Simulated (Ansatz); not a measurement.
# Al2Cu: a line through an energy map, part 2 of 2

One line of a two-coordinate grid on Al₂Cu (Fm-3m, No. 225; 3 atoms in the cell): strain +e along z and -e/2 along x and y is varied, at strain +e along x and -e along y = −2.67 %.

Ansatz 0.2.0; DFT PBE, scalar-relativistic, plane waves, PAW. The steps go on from the part before.

### 6 The run at (−2.67 %, 0.00 %)

input.yaml reads:

```yaml
crystal:
  lattice:
    - [-2.0991913151, 2.0991913151, 2.8914013846]
    - [2.0991913151, -2.0991913151, 2.8914013846]
    - [1.9900096493, 1.9900096493, -2.8914013846]
  atoms:
    - { symbol: Al, position: [0.75, 0.25, 0.5] }
    - { symbol: Al, position: [0.25, 0.75, 0.5] }
    - { symbol: Cu, position: [0.5, 0.5, 0.0] }
basis:
  ecutwfc: 520.0
kpoints:
  mp_grid: { grid: [14, 14, 14] }
hamiltonian:
  xc: pbe
  pseudopotentials: { kind: paw, azcp: { folder: soft_1 } }
scf:
  occupations: { method: gaussian, width: 0.15 }
output:
  forces: true
  stress: true
  eigenvalues: true
  write_density: true
  write_potential: true
  elf: true
  volumetric_format: npy
```

Launch:

```
> ansatz run input.yaml --threads 2 --pin off --max-ram 4096MiB --backend cpu --events-out ev --progress --plain --runs-dir out
```

Standard output, cut to the lines that bear on the results:

```text
[...]
SCF converged after 9 iterations
Free energy (F): -7700.732626 eV
[...]
E sigma→0 (E₀):  -7700.727584 eV
Entropy (-TS):   -0.010083 eV (-3.361 meV/atom)
Fermi energy:    9.000900 eV
[...]
--- Forces (eV/Å), atoms counted from 1 ---
  atom   1  Al     0.00000000    -0.00000000     0.00000000
  atom   2  Al     0.00000000     0.00000000     0.00000000
  atom   3  Cu     0.00000000    -0.00000000    -0.00000000
[...]
--- Stress (GPa, compression-positive) ---
        0.350846       2.460318       0.000000
        2.460318       0.350846      -0.000000
        0.000000       0.000000      -0.076827
  P = ⅓ Tr σ = 0.2083 GPa (2.083 kbar)
--- Band table (eV; the first three rows and the last of 428) ---
  k-point 0: bands = ["-104.7953", "-62.1556", "-62.1417", "-62.1272", "-1.1309", "4.5155", "4.5436", "4.5677", "5.0601", "5.1355", "11.5902", "11.6854", "11.8915", "11.9032", "12.0920", "12.1798", "13.0767"]
[...]
```

Wall time 36 s (2 threads of Arm Neoverse N1, shared host); peak memory 0.61 GiB.

The maps below are laid out on this run's own conventional cell (a, b, c = 5.629, 5.783, 5.937 Å).

Density in a lattice plane of the grid's cell (edges 5.63 and 5.94 Å, at 0.250 of the third edge), which holds Al.

Ten even steps from ' ' (0.06 e/Å³) to '@' (0.22 e/Å³):
```
******##%%%%%%%%##**********##%%%%%%%%##****
**##%%%%%%%%%%%%%%%%##**##%%%%%%%%%%%%%%%%##
%%%%@@%%**====**%%@@%%%%%%@@%%**====**%%@@%%
%%@@@@**::    ::**@@@@%%@@@@**::    ::**@@@@
@@@@@@++..    ..++@@@@@@@@@@++..    ..++@@@@
%%@@@@**::    ::**@@@@%%@@@@**::    ::**@@@@
%%%%@@%%**====**%%@@%%%%%%@@%%**====**%%@@%%
**##%%%%%%%%%%%%%%%%##**##%%%%%%%%%%%%%%%%##
******##%%%%%%%%##**********##%%%%%%%%##****
++++****########****++++++****########****++
******##%%%%%%%%##**********##%%%%%%%%##****
**##%%%%%%%%%%%%%%%%##**##%%%%%%%%%%%%%%%%##
%%%%@@%%**====**%%@@%%%%%%@@%%**====**%%@@%%
%%@@@@**::    ::**@@@@%%@@@@**::    ::**@@@@
@@@@@@++..    ..++@@@@@@@@@@++..    ..++@@@@
%%@@@@**::    ::**@@@@%%@@@@**::    ::**@@@@
%%%%@@%%**====**%%@@%%%%%%@@%%**====**%%@@%%
**##%%%%%%%%%%%%%%%%##**##%%%%%%%%%%%%%%%%##
******##%%%%%%%%##**********##%%%%%%%%##****
++++****########****++++++****########****++
```
Columns run along the first of these edges and rows up along the second, over one cell in 22 and 20 even steps from the bottom left corner. Atoms in the plane (fractional): Al at (0.25, 0.75), Al at (0.75, 0.25), Al at (0.25, 0.25), Al at (0.75, 0.75).

ELF in the same plane.

Ten even steps from '0' (0.03) to '9' (0.67):
```
5567899876555678998765
6788888888767888888887
8887422478888874224788
9984000048999840000489
9983033038999830330389
9984000048999840000489
8887422478888874224788
6788888888767888888887
5567899876555678998765
4457888875444578888754
5567899876555678998765
6788888888767888888887
8887422478888874224788
9984000048999840000489
9983033038999830330389
9984000048999840000489
8887422478888874224788
6788888888767888888887
5567899876555678998765
4457888875444578888754
```
Columns run along the first of these edges and rows up along the second, over one cell in 22 and 20 even steps from the bottom left corner. Atoms in the plane (fractional): Al at (0.25, 0.75), Al at (0.75, 0.25), Al at (0.25, 0.25), Al at (0.75, 0.75).

Both are smooth fields of the valence electrons: close to the nuclei they are not physical.

The highest ELF values outside the cores: 0.69 on the Al–Cu line, 1.0 Å from Al.

Energy on the map's scale: 6.5 meV/atom.

### 7 Point (−2.67 %, 2.33 %)

Edit input.yaml of step 6 so:

```diff
@@ -2,5 +2,5 @@
   lattice:
-    - [-2.0991913151, 2.0991913151, 2.8914013846]
-    - [2.0991913151, -2.0991913151, 2.8914013846]
-    - [1.9900096493, 1.9900096493, -2.8914013846]
+    - [-2.0753717195, 2.0753717195, 2.9587710369]
+    - [2.0753717195, -2.0753717195, 2.9587710369]
+    - [1.9661900537, 1.9661900537, -2.9587710369]
   atoms:
@@ -22,5 +22 @@
   eigenvalues: true
-  write_density: true
-  write_potential: true
-  elf: true
-  volumetric_format: npy
```

Launch:

```
> ansatz run input.yaml --threads 2 --pin off --max-ram 4096MiB --backend cpu --events-out ev --progress --plain --runs-dir out
```

Standard output, cut to the lines that bear on the results:

```text
[...]
SCF converged after 9 iterations
Free energy (F): -7700.718526 eV
[...]
E sigma→0 (E₀):  -7700.713263 eV
Entropy (-TS):   -0.010527 eV (-3.509 meV/atom)
Fermi energy:    9.000375 eV
[...]
--- Forces (eV/Å), atoms counted from 1 ---
  atom   1  Al    -0.00000000     0.00000000    -0.00000000
  atom   2  Al     0.00000000    -0.00000000     0.00000000
  atom   3  Cu     0.00000000     0.00000000    -0.00000000
[...]
--- Stress (GPa, compression-positive) ---
        1.483579       2.809201       0.000000
        2.809201       1.483579       0.000000
        0.000000       0.000000      -1.895528
  P = ⅓ Tr σ = 0.3572 GPa (3.572 kbar)
--- Band table (eV; the first three rows and the last of 428) ---
  k-point 0: bands = ["-104.7883", "-62.1468", "-62.1425", "-62.1144", "-1.1302", "4.5111", "4.5661", "4.5732", "5.0572", "5.1509", "11.4681", "11.7269", "11.7961", "12.0691", "12.1568", "12.1791", "13.0935"]
[...]
```

It took 28 s on 2 threads of Arm Neoverse N1, shared host; peak memory 0.62 GiB.

That is 11.2 meV/atom from the zero.

### 8 Point (−2.67 %, 4.67 %)

Edit input.yaml of step 7 so:

```diff
@@ -2,5 +2,5 @@
   lattice:
-    - [-2.0753717195, 2.0753717195, 2.9587710369]
-    - [2.0753717195, -2.0753717195, 2.9587710369]
-    - [1.9661900537, 1.9661900537, -2.9587710369]
+    - [-2.0514498938, 2.0514498938, 3.0264298293]
+    - [2.0514498938, -2.0514498938, 3.0264298293]
+    - [1.9422682281, 1.9422682281, -3.0264298293]
   atoms:
```

Launch:

```
> ansatz run input.yaml --threads 2 --pin off --max-ram 4096MiB --backend cpu --events-out ev --progress --plain --runs-dir out
```

Standard output, cut to the lines that bear on the results:

```text
Warning: RAYON_NUM_THREADS=2 ignored (pool sized by the plan → 2); use --threads N
[...]
[... 4 set-up lines as earlier in the session ...]
[...]
Crystal: 3 atoms, lattice volume = 48.235 Å³
Basis set: ecut = 520 eV, 1319 PW (Γ), exchange–correlation on 64×64×64 points (8 copies of the dense FFT grid, shifted against one another)
Bands: 17, of which v1, the nominal top of the filled ones, is band 13 counted from 1 (12 counted from 0)
[... 2 set-up lines as earlier in the session ...]
k-points: 428 of 2744
[...]
SCF iter   1: F=—  HF=-7704.098846 eV  |F-HF|=—  |Δ(HF+E_count)|=         —  Δρ=3.27e-1  dr2=3.57e1  ethr=3.10e-3  ⟨swp⟩=5.1  Hψ=35015  notcnv=0
[...]
SCF iter  10: F=-7700.685073 eV  HF=-7700.685073 eV  |F-HF|=1.03e-9  |Δ(HF+E_count)|=   8.00e-9  Δρ=1.32e-6  dr2=1.33e-9  ethr=2.58e-10  ⟨swp⟩=4.0  Hψ=23267  notcnv=0
[...]
SCF converged after 10 iterations
Free energy (F): -7700.685073 eV
[...]
E sigma→0 (E₀):  -7700.679838 eV
Entropy (-TS):   -0.010471 eV (-3.490 meV/atom)
Fermi energy:    9.011668 eV
[...]
--- Forces (eV/Å), atoms counted from 1 ---
  atom   1  Al     0.00000000     0.00000000     0.00000000
  atom   2  Al     0.00000000    -0.00000000     0.00000000
  atom   3  Cu     0.00000000     0.00000000    -0.00000000
[...]
--- Stress (GPa, compression-positive) ---
        2.671740       3.162124       0.000000
        3.162124       2.671740       0.000000
        0.000000       0.000000      -3.299385
  P = ⅓ Tr σ = 0.6814 GPa (6.814 kbar)
--- Band table (eV; the first three rows and the last of 428) ---
  k-point 0: bands = ["-104.7702", "-62.1406", "-62.1180", "-62.0912", "-1.1288", "4.5214", "4.5784", "4.6149", "5.0538", "5.1887", "11.3657", "11.5426", "11.9237", "11.9783", "12.2863", "12.4370", "13.1409"]
[...]
```

It took 32 s on 2 threads of Arm Neoverse N1, shared host; peak memory 0.63 GiB.

Energy on the map's scale: 22.3 meV/atom.

### 9 Grid point (−2.67 %, 7.00 %)

Edit input.yaml of step 8 so:

```diff
@@ -2,5 +2,5 @@
   lattice:
-    - [-2.0514498938, 2.0514498938, 3.0264298293]
-    - [2.0514498938, -2.0514498938, 3.0264298293]
-    - [1.9422682281, 1.9422682281, -3.0264298293]
+    - [-2.0276302982, 2.0276302982, 3.0937994815]
+    - [2.0276302982, -2.0276302982, 3.0937994815]
+    - [1.9184486324, 1.9184486324, -3.0937994815]
   atoms:
```

Launch:

```
> ansatz run input.yaml --threads 2 --pin off --max-ram 4096MiB --backend cpu --events-out ev --progress --plain --runs-dir out
```

Standard output, cut to the lines that bear on the results:

```text
[...]
SCF converged after 10 iterations
Free energy (F): -7700.635211 eV
[...]
E sigma→0 (E₀):  -7700.630346 eV
Entropy (-TS):   -0.009731 eV (-3.244 meV/atom)
Fermi energy:    9.026514 eV
[...]
--- Forces (eV/Å), atoms counted from 1 ---
  atom   1  Al    -0.00000000    -0.00000000     0.00000000
  atom   2  Al     0.00000000     0.00000000     0.00000000
  atom   3  Cu     0.00000000    -0.00000000     0.00000000
[...]
--- Stress (GPa, compression-positive) ---
        3.911545       3.508469       0.000000
        3.508469       3.911545       0.000000
        0.000000       0.000000      -4.372501
  P = ⅓ Tr σ = 1.1502 GPa (11.502 kbar)
--- Band table (eV; the first three rows and the last of 428) ---
  k-point 0: bands = ["-104.7416", "-62.1240", "-62.0829", "-62.0580", "-1.1270", "4.5458", "4.6042", "4.6676", "5.0568", "5.2411", "11.2833", "11.3436", "11.9072", "12.0678", "12.4122", "12.7286", "13.2178"]
[...]
```

Wall time 31 s (2 threads of Arm Neoverse N1, shared host); peak memory 0.63 GiB.

On the map this point reads 39.0 meV/atom.

### 10 What came out

This closing draws on all 2 parts.

```
strain +e along z and -e/2 along x and y (%)  step  energy (meV/atom)  slope (meV/atom per %)  pressure (GPa)
                                       −7.00     3               43.6                   −11.9            1.33
                                       −4.67     4               21.4                    −7.2            0.64
                                       −2.33     5                9.4                    −3.1            0.28
                                        0.00     6                6.5                     0.5            0.21
                                        2.33     7               11.2                     3.4            0.36
                                        4.67     8               22.3                     6.0            0.68
                                        7.00     9               39.0                     8.3            1.15
```

Energies count from the relaxed crystal. Slopes come from the forces (and the stress, where the cell changes), not from differences of energies.

Of the points computed the energy is lowest at 0.00 %, 6.5 meV/atom from the zero. A fit to energies and slopes at the lowest point and its two neighbours puts the minimum at −0.350 %, with a curvature of about 1.5 meV/atom per %². Divided by the reference volume, that is a stiffness of about 150 GPa for this pattern of strain. The highest point computed, at −7.00 %, lies 37.1 meV/atom above the lowest. This is one cut through a surface in two coordinates; the map's lowest point lies off it.
